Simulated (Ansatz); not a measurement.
# Na: the cost of one run

Method: DFT HSE06, scalar-relativistic, plane waves, PAW (the target; the first runs use scalar-relativistic PBE), in Ansatz 0.2.0.

This is Na in the hcp structure; at room conditions it is bcc.

## (1) The starting structure

It takes space group P6_3/mmc (No. 194, hexagonal). The conventional cell has a = 3.768 Å, b = 3.768 Å, c = 6.155 Å, α = 90.00°, β = 90.00°, γ = 120.00°. Na (site symmetry -6m2) is surrounded by 12 Na at 3.77 Å.

Coordinates:

```
CELL_PARAMETERS angstrom
3.76824 0.00000 0.00000
-1.88412 3.26339 0.00000
0.00000 0.00000 6.15479
ATOMIC_POSITIONS crystal
Na 0.33333 0.66667 0.75000
Na 0.66667 0.33333 0.25000
```

## (2) Full relaxation (PBE, 6×6×4 mesh)

input.yaml reads:

```yaml
crystal:
  lattice:
    - [3.7682404875, 0.0, 0.0]
    - [-1.8841202437, 3.2633919897, 0.0]
    - [0.0, 0.0, 6.1547927962]
  atoms:
    - { symbol: Na, position: [0.3333333333, 0.6666666667, 0.75] }
    - { symbol: Na, position: [0.6666666667, 0.3333333333, 0.25] }
basis:
  ecutwfc: 420
  ecutrho_ratio: 4
kpoints:
  mp_grid: { grid: [6, 6, 4] }
hamiltonian:
  xc: pbe
scf:
  occupations: { method: gaussian, width: 0.05 }
output:
  forces: true
  stress: true
  eigenvalues: true
relax:
  f_tol: 0.03
  max_steps: 60
  cell: { stress_tol: 0.3 }
```

**Question.** How long does this run take on 4 threads of an Arm CPU, shared host, and how much memory does it need?

About 1.5 s, with a peak of 0.37 GiB.
